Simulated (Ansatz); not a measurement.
AlRu under changes of volume

One of the cells (13.387 Å³/atom); the others are scaled copies at fixed shape and fractional positions:

```xyz
2
Lattice="2.9916 0.0000 0.0000 0.0000 2.9916 0.0000 0.0000 0.0000 2.9916" Properties=species:S:1:pos:R:3 pbc="T T T"
Ru    1.4958    1.4958    1.4958
Al    0.0000    0.0000    0.0000
```

```yaml
Program: Ansatz 0.2.0
Functional: HSE06
Potentials_or_basis: Ansatz PAW
Cutoff: "420 eV (not typed: the program's choice for these potentials)"
k_mesh: 6 × 6 × 6
Occupations: fermi-dirac, width 0.05 eV
Spin: no spin polarisation
```

```tsv
volume (Å³/atom)	energy over the lowest point (meV/atom)	pressure (GPa)
12.584	?	?
12.851	3.95	4.8
13.119	0.00	0.0
13.387	3.65	-4.3
13.655	14.13	-8.2
13.922	30.78	-11.7
14.190	52.94	-14.8
```

Q: What does the run at 12.584 Å³/atom give?

A: Energy over the lowest point 16.42 meV/atom; pressure 10.2 GPa.

Worked out: A Birch-Murnaghan fit of order 3 (a polynomial in V^(-2/3)) to the other rows has its minimum at 13.12 Å³/atom with B0 = V·E''(V) = 223 GPa and B' = 4.2. It gives 16.33 meV/atom at 12.584 Å³/atom, against the run's 16.42, and -dE/dV = 10.1 GPa, against 10.2.

Energies are extrapolated to zero smearing.

Caveats: the PAW data sets come from PBE, with cores solved anew for the run's functional, which leaves a small shift of forces and pressure; the thresholds are loose for stress.
